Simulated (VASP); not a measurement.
**InH: single point with LDA**

The system is InH.

```xyz
2
Lattice="2.6067 0.0000 0.0000 0.0000 2.6067 0.0000 0.0000 0.0000 2.6067" Properties=species:S:1:pos:R:3 pbc="T T T"
In    0.0000    0.0000    0.0000
H     1.3034    1.3034    1.3034
```

The cell comes from a database or a generator and needn't be the stable form of this composition.

| Item | Value |
| --- | --- |
| Program | VASP 6.6.1 |
| Task | single point |
| Functional | LDA |
| Potentials or basis | VASP PAW LDA potentials, release 64 (In_d, H) |
| Cutoff | 520 eV |
| k mesh | 6 × 6 × 6 |
| Occupations | gaussian, width 0.05 eV |
| Spin | no spin polarisation |
| Dipole correction | no |
| Further INCAR settings | ALGO = Normal; EDIFF = 1e-07; NBANDS = 14 |

| Item | Value |
| --- | --- |
| Pressure | 78.8 GPa |
| Band gap on the k mesh | none (metal or under the smearing width) |

Levels at points of the mesh, in eV from the Fermi level:
| k point | band 5 | band 6 | band 7 | band 8 | band 9 | band 10 |
| --- | --- | --- | --- | --- | --- | --- |
| (0.00, 0.00, 0.00) | -14.89 | -14.89 | 5.45 | 7.88 | 7.88 | 7.88 |
| (0.50, 0.00, 0.00) | -14.83 | -9.82 | -6.98 | 7.81 | 12.51 | 13.74 |
| (0.50, 0.50, 0.00) | -14.30 | -3.26 | -2.90 | -2.90 | -0.17 | 16.55 |
| (0.50, 0.50, 0.50) | -14.26 | -3.01 | 2.08 | 2.08 | 2.08 | 7.17 |

It took 4.3 s on 1 thread of Intel(R) Xeon(R) Platinum 8259CL CPU @ 2.50GHz (Skylake/Cascade Lake), with other jobs on the host, peak memory 0.11 GiB.

Caveat: the k mesh is coarse (spacing up to 0.40 Å⁻¹), so the values aren't converged; a pressure of tens of GPa on the cell as given is suspect, and the run, the potentials or the cell itself is likely at fault.
